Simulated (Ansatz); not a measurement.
**Phases of Mg at -0.31 GPa**

Structure types of Mg are relaxed in primitive cells with their symmetry kept at -0.31 GPa, first on PAW files, then by LAPW. The enthalpy is E + pV at zero temperature, without zero-point motion. Only the types listed were tried, and differences under about 5 meV/atom are mesh noise.

All numbers are PBE results (scalar-relativistic) from Ansatz 0.2.0, with Fermi–Dirac smearing of 0.08 eV, no spin polarisation. Methods: LAPW: all electrons, basis error target 0.5 meV/atom; PAW: frozen-core files, cutoff 420 eV.

k meshes: fcc 15×15×15, bcc 15×15×15, hcp 14×14×8, beta tin 14×14×14, sc 13×13×13, simple hexagonal 14×14×13.

```csv
start type,ends as,"a, b, c (Å)",V (Å³/atom),"H − H(lowest), LAPW (meV/atom)"
fcc,"fcc, Fm-3m","4.536, 4.536, 4.536",23.33,15.5
bcc,"bcc, Im-3m","3.589, 3.589, 3.589",23.12,?
hcp,"hcp, P6_3/mmc","3.202, 3.202, 5.215",23.16,0.0
beta tin,"beta tin, I4_1/amd","5.851, 5.851, 3.043",26.04,?
sc,"sc, Pm-3m","3.037, 3.037, 3.037",28.02,375.5
simple hexagonal,"simple hexagonal, P6/mmm","3.098, 3.098, 3.127",25.99,226.1
```

Question: Fill in "H − H(lowest), LAPW (meV/atom)" for the row "beta tin".

Answer: 264.9.

Question: Give the missing entry: row "bcc", column "H − H(lowest), LAPW (meV/atom)".

Answer: 29.5.
